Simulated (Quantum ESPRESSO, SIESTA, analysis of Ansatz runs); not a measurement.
# Levels of Mg_Al in AlN (P6_3mc), rung by rung (SIESTA and Quantum ESPRESSO), part 2 of 4

We place the charge-transition levels of Mg_Al in AlN (P6_3mc) with atom-centred orbitals, then repeat the energies at other levels of method to see what holds. Model: a cell of 72 host atoms with 1 Al taken out and 1 Mg put in.

SIESTA and Quantum ESPRESSO ; SIESTA numerical-orbital DFT, PBEsol, DZP basis, PseudoDojo 0.4.1 potentials converted to PSML; charged supercells in a uniform background, point-charge correction with alignment at far sites.

So far. Step 2 (Band edges): The gap at this level is 4.15 eV.

### 3. Relaxing each charge state

Level of this step: SIESTA numerical-orbital DFT, PBEsol, DZP basis, PseudoDojo 0.4.1 potentials converted to PSML; relaxation of all atoms of a defect supercell (SIESTA).

Each state starts from the atoms near the defect displaced at random, so that no symmetry of the ideal site is imposed. An odd electron count needs spin polarisation, and the total moment is held fixed to keep the state apart from its neighbours in spin. Charge 0 is shown in full.

File defect.fdf:

```
SystemName                      MgAl35N36
SystemLabel                     defect
NumberOfSpecies                 3
NumberOfAtoms                   72
%block ChemicalSpeciesLabel
  1   13 Al
  2    7 N
  3   12 Mg
%endblock ChemicalSpeciesLabel
LatticeConstant                 1.0 Ang
%block LatticeVectors
     9.367059000    -0.000018000     0.000000000
    -4.683543000     8.112102000     0.000000000
     0.000000000     0.000000000    10.010830000
%endblock LatticeVectors
AtomicCoordinatesFormat         Fractional
%block AtomicCoordinatesAndAtomicSpecies
     0.223356970     0.109046687     0.253877488  1
     0.106187393     0.220398162     0.496686730  1
     0.222511677     0.106615002     0.437900131  2
     0.108964904     0.226004044     0.191492265  2
     0.228352048     0.113949941     0.750105608  1
     0.111111439     0.222221811     0.999630900  1
     0.222222440     0.111110906     0.940357193  2
     0.105728572     0.221302671     0.688575047  2
     0.217605605     0.445264135     0.248085130  1
     0.109158004     0.558970368     0.501987206  1
     0.216741754     0.442951234     0.442321803  2
     0.115493064     0.561495769     0.190180014  2
     0.225392800     0.444950066     0.745468980  1
     0.111111439     0.555555145     0.999630900  1
     0.222222440     0.444444239     0.940357193  2
     0.108393702     0.549532698     0.691381475  2
     0.227630874     0.779409308     0.247457034  1
     0.111111439     0.888888478     0.499630900  1
     0.217189529     0.777043170     0.438005018  2
     0.111110894     0.888889094     0.190357243  2
     0.220852015     0.782128889     0.748401106  1
     0.111111439     0.888888478     0.999630900  1
     0.222222440     0.777777572     0.940357193  2
     0.111110894     0.888889094     0.690357243  2
     0.555555227     0.111111522     0.249630950  1
     0.441208455     0.223970717     0.496777387  1
     0.555555773     0.111110906     0.440357193  2
     0.440536421     0.217213253     0.187759971  2
     0.555555227     0.111111522     0.749630950  1
     0.444444773     0.222221811     0.999630900  1
     0.555555773     0.111110906     0.940357193  2
     0.440079101     0.223026138     0.692508136  2
     0.560658491     0.445319661     0.251951109  1
     0.439531637     0.555327819     0.501809075  3
     0.554782001     0.447578198     0.436655907  2
     0.444290931     0.560734536     0.189491741  2
     0.559733437     0.450372499     0.748867688  1
     0.444444773     0.555555145     0.999630900  1
     0.555555773     0.444444239     0.940357193  2
     0.441565459     0.558741242     0.691238871  2
     0.549394642     0.774865328     0.249618904  1
     0.450404850     0.890642905     0.500183470  1
     0.554218344     0.776790997     0.435490681  2
     0.442678434     0.883666794     0.192889465  2
     0.551987952     0.776810518     0.753631823  1
     0.444444773     0.888888478     0.999630900  1
     0.555555773     0.777777572     0.940357193  2
     0.445056589     0.894198834     0.688689745  2
     0.888888561     0.111111522     0.249630950  1
     0.777778106     0.222221811     0.499630900  1
     0.888889106     0.111110906     0.440357193  2
     0.777777560     0.222222428     0.190357243  2
     0.888888561     0.111111522     0.749630950  1
     0.777778106     0.222221811     0.999630900  1
     0.888889106     0.111110906     0.940357193  2
     0.777777560     0.222222428     0.690357243  2
     0.888888561     0.444444855     0.249630950  1
     0.778173991     0.557142153     0.504442730  1
     0.888889106     0.444444239     0.440357193  2
     0.772499681     0.552932108     0.192936862  2
     0.888888561     0.444444855     0.749630950  1
     0.777778106     0.555555145     0.999630900  1
     0.888889106     0.444444239     0.940357193  2
     0.774076812     0.550150739     0.692568657  2
     0.892391882     0.775352241     0.250898555  1
     0.778799603     0.893364092     0.496390920  1
     0.887912635     0.774601141     0.436115378  2
     0.776921872     0.888375531     0.195302818  2
     0.890765332     0.779358813     0.744911632  1
     0.777778106     0.888888478     0.999630900  1
     0.888889106     0.777777572     0.940357193  2
     0.777461866     0.894058566     0.690175758  2
%endblock AtomicCoordinatesAndAtomicSpecies
%block kgrid.MonkhorstPack
    1   0   0  0.25
    0   1   0  0.25
    0   0   1  0.25
%endblock kgrid.MonkhorstPack
XC.Functional                   GGA
XC.Authors                      PBEsol
PAO.BasisSize                   DZP
PAO.EnergyShift                 0.005 Ry
Mesh.Cutoff                     300 Ry
Spin                            polarized
%block DM.InitSpin
    11   0.200
    34   0.200
    35   0.200
    40   0.200
    43   0.200
%endblock DM.InitSpin
Spin.Fix                        true
Spin.Total                      1.0
OccupationFunction              FD
ElectronicTemperature           0.01 eV
MaxSCFIterations                150
SCF.MustConverge                true
SCF.Mixer.Method                Pulay
SCF.Mixer.Weight                0.1
SCF.Mixer.History               10
SCF.DM.Tolerance                3.0e-4
SCF.H.Tolerance                 3.0e-3 eV
WriteForces                     true
Charge.Mulliken                 end
SaveRho                         true
SaveElectrostaticPotential      true
Charge.Hirshfeld                end
Charge.Voronoi                  end
MD.TypeOfRun                    Broyden
MD.Steps                        90
MD.MaxForceTol                  0.04 eV/Ang
MD.MaxDispl                     0.15 Ang
WriteCoorStep                   true
AtomCoorFormatOut               Fractional
```

The run is started by

```bash
$ OMP_NUM_THREADS=1 siesta defect.fdf > defect.out
```

The program printed:

```text
Version         : 5.4.2

                           ***********************
                           *  WELCOME TO SIESTA  *
                           ***********************

[...]
reinit: Reading from file defect.fdf

reinit: -----------------------------------------------------------------------
reinit: System Name: MgAl35N36
reinit: -----------------------------------------------------------------------
reinit: System Label: defect
reinit: -----------------------------------------------------------------------

[...]
initatom: Reading input for the pseudopotentials and atomic orbitals ----------
Species number:   1 Atomic number:   13 Label: Al
Species number:   2 Atomic number:    7 Label: N
Species number:   3 Atomic number:   12 Label: Mg

[... pseudopotential checks and orbital generation ...]

prinput: Basis input

PAO.BasisType split

%block ChemicalSpeciesLabel
    1   13 Al                      # Species index, atomic number, species label
    2    7 N                       # Species index, atomic number, species label
    3   12 Mg                      # Species index, atomic number, species label
%endblock ChemicalSpeciesLabel

%block PAO.Basis                 # Define Basis set
# WARNING: This information might be incomplete!
Al                    2                    # Species label, number of l-shells
 n=3   0   2                         # n, l, Nzeta
   6.641      4.635
   1.000      1.000
 n=3   1   2 P   1                   # n, l, Nzeta, Polarization, NzetaPol
   8.738      6.223
   1.000      1.000
N                     2                    # Species label, number of l-shells
 n=2   0   2                         # n, l, Nzeta
   4.265      2.697
   1.000      1.000
 n=2   1   2 P   1                   # n, l, Nzeta, Polarization, NzetaPol
   5.254      3.313
   1.000      1.000
Mg                    4                    # Species label, number of l-shells
 n=2   0   1                         # n, l, Nzeta
   2.491
   1.000
 n=3   0   2                         # n, l, Nzeta
   7.764      5.512
   1.000      1.000
 n=2   1   1                         # n, l, Nzeta
   2.793
   1.000
 n=3   1   1                         # n, l, Nzeta
   7.764
   1.000
%endblock PAO.Basis

prinput: ----------------------------------------------------------------------

coor:   Atomic-coordinates input format  =     Fractional

[...]
siesta: System type = bulk

initatomlists: Number of atoms, orbitals, and projectors:     72   932   926

[... echo of the settings ...]

siesta: k-grid: Number of k-points = 1
siesta: k-points from Monkhorst-Pack grid
siesta: k-cutoff (effective) =     4.684 Ang
siesta: k-point supercell and displacements
siesta: k-grid:     1     0     0      0.250
siesta: k-grid:     0     1     0      0.250
siesta: k-grid:     0     0     1      0.250

diag: Algorithm                                     = D&C
diag: Absolute tolerance                            =  0.100E-15
diag: Orthogonalization factor                      =  0.100E-05

superc: Internal auxiliary supercell:     5 x     5 x     3  =      75
superc: Number of atoms, orbitals, and projectors:   5400  69900  69450

                     ====================================
                        Begin Broyden opt. move =      0
                     ====================================

[...]
superc: Internal auxiliary supercell:     5 x     5 x     3  =      75
superc: Number of atoms, orbitals, and projectors:   5400  69900  69450

outcell: Unit cell vectors (Ang):
        9.367059   -0.000018    0.000000
       -4.683543    8.112102    0.000000
        0.000000    0.000000   10.010830

outcell: Cell vector modules (Ang)   :    9.367059    9.367058   10.010830
outcell: Cell angles (23,13,12) (deg):     90.0000     90.0000    120.0002
outcell: Cell volume (Ang**3)        :    760.6875
[...]
Initializing Density Matrix...

[...]
DM filled with atomic data (user-defined):

InitMesh: MESH = 90 x 90 x 108 = 874800
InitMesh: Mesh cutoff (required, used) =   300.000   321.669 Ry

[...]
iscf     Eharris(eV)        E_KS(eV)     FreeEng(eV)     dDmax     Ef_up Ef_dn(eV) dHmax(eV)
   scf:    1   -13606.514326   -13947.998382   -13948.006376  0.753187 -4.328840-10.588672 10.033078
[...]
scf:    2   -14023.429493   -13988.027143   -13988.030463  0.195737 -4.024571 -9.964648  8.567701
[...]
scf:    3   -14056.962659   -14030.989946   -14030.989949  0.339464 -3.461772 -8.691545  4.886576
[...]
scf:    4   -14037.613417   -14035.866310   -14035.866564  0.046873 -3.396962 -8.227963  3.402300
[...]
scf:    5   -14036.658273   -14036.374558   -14036.379747  0.097717 -3.390465 -8.268853  1.574513
[...]
scf:    6   -14035.571185   -14036.060044   -14036.062960  0.096477 -3.388677 -8.230070  2.686737
[...]
scf:    7   -14034.350330   -14036.020054   -14036.020531  0.368629 -3.386165 -8.280634  3.124936
[...]
scf:    8   -14036.160996   -14036.095924   -14036.096538  0.034163 -3.384593 -8.287671  2.541667
[...]
scf:    9   -14036.579359   -14036.414386   -14036.418994  0.142576 -3.385201 -8.273045  1.279950
[...]
scf:   10   -14035.568487   -14036.280180   -14036.284617  0.188447 -3.385830 -8.234840  2.064380
[...]
scf:    9   -14038.232747   -14038.232643   -14038.240496  0.003240 -3.344555 -8.205223  0.005093
[...]
scf:   10   -14038.232725   -14038.232689   -14038.240494  0.000970 -3.344721 -8.205286  0.008427
[...]
scf:   11   -14038.232675   -14038.232682   -14038.240497  0.000340 -3.344774 -8.205198  0.006388
[...]
scf:   12   -14038.232635   -14038.232660   -14038.240498  0.000659 -3.344769 -8.205158  0.002292
[...]
scf:   13   -14038.232683   -14038.232672   -14038.240498  0.000240 -3.344827 -8.205160  0.000933
     spin moment: {S} , |S| = {        0.0        0.0    1.00000 }     1.00000

SCF Convergence by DM+H criterion
[...]
SCF cycle converged after 13 iterations

[...]
siesta: E_KS(eV) =           -14038.2327

siesta: Atomic forces (eV/Ang):
     1    0.001360   -0.004982    0.008349
     2    0.015869    0.030359    0.012054
     3   -0.004539    0.004748    0.014518
     4    0.006005   -0.019157   -0.012121
     5    0.000512   -0.007150    0.001322
     6   -0.013858   -0.003625   -0.009843
     7   -0.007008   -0.010473    0.000935
     8    0.006068    0.014568    0.018770
     9    0.015984   -0.006329   -0.010389
    10    0.020857   -0.004694   -0.023765
[...]
68   -0.020065    0.008992   -0.015907
    69    0.012776   -0.007769    0.002817
    70   -0.012113    0.009540   -0.013633
    71    0.003695    0.005520    0.007376
    72    0.005615   -0.001646    0.021472
   Tot    0.020215    0.002021    0.063067
   Max    0.038016
   Res    0.011802    sqrt( Sum f_i^2 / 3N )
   Max    0.038016    constrained

Stress tensor Voigt[x,y,z,yz,xz,xy] (kbar):      -18.94       -9.76      -11.14       -1.64       -1.48        8.06
[...]
outcoor: Relaxed atomic coordinates (fractional):
    0.22174378    0.11124276    0.24946858   1       1  Al
    0.10834973    0.22135880    0.49889672   1       2  Al
    0.22125777    0.11137494    0.44011588   2       3  N
    0.11029304    0.22102307    0.18905754   2       4  N
    0.22173695    0.11152724    0.74941153   1       5  Al
    0.11028597    0.22121769    0.99960725   1       6  Al
    0.22171488    0.11130022    0.93963689   2       7  N
    0.11023211    0.22155480    0.69009828   2       8  N
    0.21905977    0.44328935    0.24972491   1       9  Al
    0.10890857    0.55554705    0.49964969   1      10  Al
    0.20418552    0.43633822    0.43670039   2      11  N
    0.11059934    0.55643189    0.18885857   2      12  N
    0.21856710    0.44302579    0.74963616   1      13  Al
    0.11048017    0.55638489    0.99920156   1      14  Al
    0.22056660    0.44400323    0.94112211   2      15  N
    0.11043486    0.55619883    0.69069527   2      16  N
    0.22220827    0.77803761    0.24959590   1      17  Al
    0.11071215    0.88941715    0.49941514   1      18  Al
    0.22143301    0.77847124    0.44044914   2      19  N
    0.11102071    0.88874380    0.18996125   2      20  N
[...]
0.44208115    0.55553507    0.49629310   3      34  Mg
[...]
0.77854981    0.55610358    0.99951234   1      62  Al
[...]
0.77824841    0.55614208    0.69087946   2      64  N
    0.88875694    0.77727921    0.24993928   1      65  Al
    0.77810102    0.89061776    0.49914120   1      66  Al
    0.88844682    0.77815925    0.44056911   2      67  N
    0.77866584    0.88851109    0.18965382   2      68  N
    0.88869597    0.77854331    0.74941408   1      69  Al
    0.77875035    0.88956822    0.99985187   1      70  Al
    0.88869325    0.77815190    0.93980555   2      71  N
    0.77797594    0.88943316    0.69036059   2      72  N

[...]
siesta: Final energy (eV):
siesta:  Band Struct. =   -4307.624530
siesta:       Kinetic =    8822.440011
siesta:       Hartree =    3441.178793
[...]
siesta:         Exch. =   -3886.024161
siesta:         Corr. =    -406.493076
[...]
siesta:   Exch.-corr. =   -4292.517237
siesta:  Ion-electron =  -15276.418416
siesta:       Ion-ion =   -6732.915823
[...]
siesta:         Total =  -14038.232672
siesta:      Fermi_up =      -3.344827
siesta:      Fermi_dn =      -8.205160

siesta: Stress tensor (static) (eV/Ang**3):
siesta:    -0.011820    0.005034   -0.000922
siesta:     0.005034   -0.006092   -0.001026
siesta:    -0.000922   -0.001026   -0.006953

siesta: Cell volume =        760.687471 Ang**3

siesta: Pressure (static):
siesta:                Solid            Molecule  Units
siesta:           0.00009027          0.00009057  Ry/Bohr**3
siesta:           0.00828835          0.00831595  eV/Ang**3
siesta:          13.27939328         13.32361934  kBar

[...]
mulliken: Qtot =      148.000

[...]
mulliken: Qtot =      147.000

Mulliken Atomic Populations:
Atom #   charge [q] valence [e]      Sz [e]  Species
     1     0.219466    2.780534    0.000265  Al
     2     0.135465    2.864535   -0.000858  Al
     3    -0.208796    5.208796    0.007601  N
     4    -0.200353    5.200353    0.011111  N
     5     0.216047    2.783953   -0.000045  Al
     6     0.206843    2.793157    0.000479  Al
     7    -0.202761    5.202761    0.002294  N
     8    -0.200399    5.200399    0.004989  N
     9     0.148783    2.851217    0.001122  Al
    10     0.138957    2.861043    0.000926  Al
    11    -0.491886    5.491886    0.058049  N
    12    -0.197570    5.197570    0.016481  N
    13     0.130941    2.869059   -0.005332  Al
    14     0.200921    2.799079    0.000552  Al
    15    -0.207540    5.207540    0.051900  N
    16    -0.198802    5.198802    0.005715  N
    17     0.229318    2.770682    0.000092  Al
    18     0.221944    2.778056    0.000009  Al
    19    -0.209671    5.209671    0.009039  N
    20    -0.207792    5.207792    0.005230  N
[...]
34     1.614513    8.385487   -0.001276  Mg
[...]
62     0.207813    2.792187    0.000801  Al
[...]
64    -0.198914    5.198914    0.008406  N
    65     0.224122    2.775878   -0.000501  Al
    66     0.135990    2.864010   -0.001632  Al
    67    -0.210648    5.210648    0.008283  N
    68    -0.198871    5.198871    0.019546  N
    69     0.211607    2.788393    0.000497  Al
    70     0.206084    2.793916    0.000712  Al
    71    -0.202283    5.202283    0.008165  N
    72    -0.201783    5.201783    0.008606  N
 Total     0.000000                1.000000

[...]
Job completed
```

Wall time 3.4 h (1 MPI rank of Arm Neoverse V1, shared host); peak memory 2.3 GiB.

The steps and moves of this run count from the displaced start.

The steps of the relaxation:

```
step  energy less that of the first step (eV)  largest force (eV/Å)
   0                                   0.0000                2.7876
   1                                  -1.2379                1.4323
   2                                  -1.5865                0.6601
   3                                  -1.6721                0.3246
   4                                  -1.7041                0.1396
   5                                  -1.7134                0.0702
   6                                  -1.7184                0.0428
```

The atoms that moved most (Å):

```
atom      dx      dy      dz  length
 N40   0.039  -0.017   0.155   0.161
 N35   0.126  -0.089   0.000   0.154
 N43  -0.003   0.145   0.011   0.146
 N11  -0.087  -0.054  -0.056   0.117
Al13  -0.055  -0.016   0.042   0.071
Mg34   0.023   0.002  -0.055   0.060
 N60   0.042   0.022  -0.037   0.059
Al42  -0.059   0.001  -0.007   0.059
```

Neighbours of Mg34 at the end:

```
atom  distance (Å)
 N11         2.020
 N43         2.030
 N35         2.033
 N40         2.107
 N36         3.058
 Al9         3.060
Al41         3.068
Al33         3.081
Al13         3.118
Al10         3.121
 Al2         3.128
Al42         3.131
Al26         3.139
Al37         3.139
Al45         3.139
```

Energies on the run's own zero. States near gap, by row:

```
spin  k  band  energy (eV)  filled by count
  up  0   144       -8.638                1
  up  0   145       -8.563                1
  up  0   146       -8.483                1
  up  0   147       -8.388                1
  up  0   148        -8.36                1
  up  0   149       -3.039                0
  up  0   150       -3.006                0
  up  0   151       -2.775                0
  up  0   152       -2.766                0
down  0   143       -8.625                1
down  0   144       -8.596                1
down  0   145       -8.535                1
down  0   146       -8.413                1
down  0   147       -8.224                1
down  0   148       -8.186                0
down  0   149       -3.035                0
down  0   150       -3.002                0
down  0   151       -2.764                0
```

(Part 2 of 4 ends here.)

[Logs are printed without paths, hosts, clocks, repeated set-up lines and the standing remarks that a program may print on its own settings, such as how far it seeks lower states.]

[Hosts, paths, dates, database ids (printed as entryN), source tags and the programs' standing remarks are cut or masked in the printed files.]

[For some hosts the program warned that the k-mesh of the response run may be too coarse for force constants and the static dielectric constant; such warnings are not shown here.]

[Charge tables in the logs are Mulliken or Hirshfeld populations, whose sizes and signs can differ; where basis functions stand at a vacancy, SIESTA counts their charge against the missing atom's valence.]

[In relaxation paths of CP2K, step 0 can be the structure after the first move, since the trajectory file begins there, and the last row can be the final structure solved once more.]
